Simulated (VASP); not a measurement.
# TiAl₃: intraband terms of a metal's spectrum

TiAl₃, Pm-3m (no. 221), 4 atoms in the cell. PBE, independent-particle dielectric function; PAW potentials Ti_sv, Al (PBE set).

## Input

INCAR.step1:
```
EDIFF    = 1E-7           # SCF threshold, eV
ENCUT    = 320            # plane-wave cutoff, eV
ISMEAR   = 1              # smearing method
KPAR     = 4            
LASPH    = True           # aspherical terms in the spheres
LCHARG   = True           # write CHGCAR
LMAXMIX  = 4              # l up to which the mixer works
LWAVE    = False          # write WAVECAR
PREC     = Accurate       # precision mode
SIGMA    = 0.1            # smearing width, eV
```

INCAR.step2:
```
CSHIFT   = 0.1          
EDIFF    = 1E-6           # SCF threshold, eV
ENCUT    = 320            # plane-wave cutoff, eV
ICHARG   = 11             # starting density
ISMEAR   = 0              # smearing method
KPAR     = 4            
LASPH    = True           # aspherical terms in the spheres
LCHARG   = False          # write CHGCAR
LMAXMIX  = 4              # l up to which the mixer works
LWAVE    = True           # write WAVECAR
NBANDS   = 36             # bands
NEDOS    = 3000           # points of the DOS
OMEGAMAX = 30           
PREC     = Accurate       # precision mode
SIGMA    = 0.3            # smearing width, eV
```

INCAR.step3, as INCAR.step2 but for:
```
- LWAVE = True
+ ALGO = None
+ ISTART = 1
+ LOPTICS = True
+ LWAVE = False
+ NELM = 1
```

INCAR.step4, as INCAR.step3 but for:
```
+ WPLASMAI = 0.03
```

INCAR.step5 to INCAR.step6 change the same tag again: WPLASMAI = 0.1, 0.3.

INCAR.step7, as INCAR.step6 but for:
```
- WPLASMAI = 0.3
+ RTIME = 40
```

INCAR.step8, as INCAR.step7 but for:
```
- RTIME = 40
+ RTIME = 5
```

INCAR.step9, as INCAR.step8 but for:
```
- RTIME = 5
+ LNABLA = True
```

INCAR.step10, as INCAR.step9 but for:
```
- ISMEAR = 0
- LNABLA = True
+ ISMEAR = -5
```

KPOINTS.step1:
```
k-points
0
Gamma
  7 7 7
```

KPOINTS.step2:
```
k-points
0
Gamma
  10 10 10
```

POSCAR:
```
TiAl3
1.0
    3.9556712500      0.0000000000      0.0000000000
    0.0000000000      3.9556712500      0.0000000000
    0.0000000000      0.0000000000      3.9556712500
Ti Al
1 3
Direct
    0.0000000000      0.0000000000      0.0000000000
    0.0000000000      0.5000000000      0.5000000000
    0.5000000000      0.0000000000      0.5000000000
    0.5000000000      0.5000000000      0.0000000000
```

Commands (each step's output is kept before the next begins):
```
cat potpaw_PBE.64/Ti_sv/POTCAR potpaw_PBE.64/Al/POTCAR > POTCAR
cp INCAR.step1 INCAR
cp KPOINTS.step1 KPOINTS
mpirun -np 4 vasp_std > vasp.out
cp INCAR.step2 INCAR
cp KPOINTS.step2 KPOINTS
mpirun -np 4 vasp_std > vasp.out
cp INCAR.step3 INCAR
mpirun -np 4 vasp_std > vasp.out
cp INCAR.step4 INCAR
mpirun -np 4 vasp_std > vasp.out
cp INCAR.step5 INCAR
mpirun -np 4 vasp_std > vasp.out
cp INCAR.step6 INCAR
mpirun -np 4 vasp_std > vasp.out
cp INCAR.step7 INCAR
mpirun -np 4 vasp_std > vasp.out
cp INCAR.step8 INCAR
mpirun -np 4 vasp_std > vasp.out
cp INCAR.step9 INCAR
mpirun -np 4 vasp_std > vasp.out
cp INCAR.step10 INCAR
mpirun -np 4 vasp_std > vasp.out
```

## Result

- Bands: 36

One ground state, settings moved in the last step alone:

| Settings | Plasma frequency (eV) | Im ε at 0.5 eV | Im ε at 1 eV | Im ε at 2 eV | Im ε at 4 eV | Time (s) |
|---|---|---|---|---|---|---|
| interband part alone | 5.49 | 56.1 | 24.6 | 17.9 | 18.0 | 10 |
| Drude term, WPLASMAI 0.03 | 5.49 | 63.3 | 25.5 | 18.0 | 18.0 | 9 |
| Drude term, WPLASMAI 0.1 | 5.49 | 79.3 | 27.6 | 18.2 | 18.1 | 9 |
| Drude term, WPLASMAI 0.3 | 5.49 | 109.4 | 32.9 | 19.0 | 18.2 | 10 |
| relaxation time RTIME 40 fs | 5.49 | 60.1 | 25.1 | 17.9 | 18.0 | 10 |
| relaxation time RTIME 5 fs | 5.49 | 85.8 | 28.5 | 18.4 | 18.1 | 8 |
| transversal form (LNABLA) | 5.64 | 58.7 | 25.8 | 19.1 | 19.6 | 10 |
| tetrahedron method | – | – | – | – | – | no result |

VASP 6.6.1 took 88 s on 4 cores (AMD EPYC 7R43 (Zen 3)), a shared host.
